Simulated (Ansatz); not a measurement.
**Is this Cd4S stable against decomposition?**

Computed with DFT PBE, scalar-relativistic, plane waves, PAW (Ansatz 0.2.0). Settings: cutoff 420 eV, Γ-centred meshes spaced at most about 0.3 Å⁻¹, and about 0.25 Å⁻¹ or finer for metals (2π included), Gaussian smearing. No spin polarisation.

Formation energies are uncorrected and refer to the elements' standard structures at the same level.

Temperature and zero-point effects are left out. The reference form of S is held partly by dispersion forces, which this level lacks.

The competitors are the elements and 1 reference phase of this chemical system (from databases or known types: CdS), relaxed at the same level; other known phases may be missing.

The candidate was reached from: random cell.

```xyz
5
Lattice="5.9652 0.0000 0.0000 -2.9826 5.1660 0.0000 0.0000 0.0000 5.0739" Properties=species:S:1:pos:R:3 pbc="T T T"
Cd    2.9826    0.0000    0.0000
Cd   -1.4913    2.5830    0.0000
Cd    1.4913    2.5830    0.0000
Cd    0.0000    0.0000    0.0000
S     0.0000    0.0000    2.5370
```

The lowest competing mixture at this composition:

```csv
phase,space group,source,share of atoms,ΔE_f (eV/atom)
Cd,-,element,0.6000,-0.0026
CdS,P6_3mc (No. 186),COD,0.4000,-0.660
```

The lowest database cell of Cd (-0.0026) lies slightly below the reference, hence the non-zero entry.

Question: What are the hull's energy here, the candidate's formation energy and its margin?

Answer: The hull lies at -0.266 eV/atom, the weighted sum of the last column. The candidate has 0.141 eV/atom, which is 0.41 eV/atom above it. The candidate matches no cell in the subsets of the Crystallography Open Database and the Materials Project at hand. The margin is far too high for a likely synthesis.
